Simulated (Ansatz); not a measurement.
Input of an Ansatz 0.2.0 run:

File input:

```
crystal:
  lattice:
    - [3.2879671587, 0.0, 0.0]
    - [-1.6439835793, 2.8474630862, 0.0]
    - [0.0, 0.0, 7.13044135]
  atoms:
    - { symbol: Zn, position: [0.0, 0.0, 0.25] }
    - { symbol: Zn, position: [0.0, 0.0, 0.75] }
    - { symbol: O, position: [0.6666666667, 0.3333333333, 0.75] }
    - { symbol: O, position: [0.3333333333, 0.6666666667, 0.25] }
hamiltonian:
  xc: pbe0
  pseudopotentials: { kind: paw }
kpoints:
  mp_grid: { grid: [6, 6, 4] }
  band_path:
    path:
      - [[0.0, 0.0, 0.0], [0.5, 0.0, 0.0], [0.3333333333, 0.3333333333, 0.0], [0.0, 0.0, 0.0], [0.0, 0.0, 0.5], [0.5, 0.0, 0.5], [0.3333333333, 0.3333333333, 0.5], [0.0, 0.0, 0.5]]
      - [[0.5, 0.0, 0.5], [0.5, 0.0, 0.0]]
      - [[0.3333333333, 0.3333333333, 0.0], [0.3333333333, 0.3333333333, 0.5]]
    npoints: 4
scf:
  occupations: { method: fermi_dirac, width: 0.05 }
  n_extra_bands: 10
output:
  forces: true
  stress: true
  eigenvalues: true
  fatbands: false
```

Predict the band gap along the path.

3.12 eV, direct.

Estimate the pressure.

-3.2 GPa.

What does it give for the band gap on the k mesh?

3.12 eV, direct.

Stress tensor (GPa, compression positive):
```
-5.03  0.00  0.00
 0.00 -5.03  0.00
 0.00  0.00  0.56
```

Caveat: the pressure holds a Pulay correction of +0.4 GPa for the finite cutoff; the PAW data sets come from PBE, with cores solved anew for the run's functional, which leaves a small shift of forces and pressure; the thresholds are loose for stress.
